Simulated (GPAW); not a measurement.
Here is a GPAW 26.7.0 calculation.

run.py

```python
from ase.dft.bandgap import bandgap
from ase.io import read, write
from ase.units import Bohr, GPa
from gpaw import GPAW, PW
from gpaw.elf import elf_from_dft_calculation

atoms = read('POSCAR')

calc = GPAW(mode=PW(600),
            xc='PBE',
            kpts={'size': (7, 7, 7), 'gamma': True},
            occupations={'name': 'methfessel-paxton', 'order': 0, 'width': 0.014},
            nbands=19,
            convergence={'density': 1e-05, 'energy': 1e-05},
            maxiter=150,
            txt='gpaw.txt')
atoms.calc = calc
energy = atoms.get_potential_energy()
forces = atoms.get_forces()
stress = atoms.get_stress()
calc.write('gs.gpw')
write('result.traj', atoms)
print(f'Energy: {energy:.6f} eV')
print('Forces (eV/A):')
print(forces.round(4))
print('Stress (GPa):', (stress / GPa).round(3))
print('Fermi level:', round(calc.get_fermi_level(), 4), 'eV')
print(f'Gap: {bandgap(calc)[0]:.4f} eV, direct: {bandgap(calc, direct=True)[0]:.4f} eV')

# fields on the real-space grid
write('density.cube', atoms, data=calc.get_pseudo_density() * Bohr**3)
write('potential.cube', atoms, data=calc.get_electrostatic_potential())
write('elf.cube', atoms, data=elf_from_dft_calculation(calc).data)
```

The input POSCAR:

```
TePb
1.0
    0.0000000000      3.2310000000      3.2310000000
    3.2310000000      0.0000000000      3.2310000000
    3.2310000000      3.2310000000      0.0000000000
Pb Te
1 1
Direct
    0.0000000000      0.0000000000      0.0000000000
    0.5000000000      0.5000000000      0.5000000000
```

Potentials or basis: GPAW PAW data sets (gpaw-data 1.2.1), pw.

Run with:

```console
$ OMP_NUM_THREADS=1 python run.py
```

**Question.** Predict the pressure.

**Answer.** 1.8 GPa.

Caveat: this odd mesh misses L, where the gap lies, so gap, dielectric constants and Born charges aren't listed. The run has no spin-orbit coupling, so splittings on Pb, Te are missing.
